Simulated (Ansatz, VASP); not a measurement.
## Two plane-wave programs on Be

```
Be
1.0
    -2.49262    2.49262    2.49262
     2.49262   -2.49262    2.49262
     2.49262    2.49262   -2.49262
Be
8
Direct
  0.00000 0.00000 0.00000
  0.00000 0.00000 0.50000
  0.00000 0.50000 0.00000
  0.00000 0.50000 0.50000
  0.50000 0.00000 0.00000
  0.50000 0.00000 0.50000
  0.50000 0.50000 0.00000
  0.50000 0.50000 0.50000
```

Alike in both runs: task single point; functional PBEsol; k mesh 6 × 6 × 6; occupations gaussian, width 0.1 eV; no spin polarisation.

|  | VASP | Ansatz |
| --- | --- | --- |
| version | VASP 6.6.1 | Ansatz 0.2.0 |
| potentials or method | VASP PAW PBE potentials, release 64 (Be) | scalar-relativistic, plane waves, PAW |
| plane-wave cutoff (eV) | 520 | 420 |
| valence electrons in the cell | 16 | 16 |

```csv
,VASP,Ansatz,Ansatz less VASP
gap on the k mesh at the Fermi level (eV),none,none,-
pressure (GPa),0.5,0.1,-0.38
```

A gap of «none» marks a metal or a gap that the smearing closes. The functional is the same, so the differences come from potentials, cutoffs and numerics.

Caveats: the PAW data sets were made with another functional, which shifts forces and pressure a little (VASP).
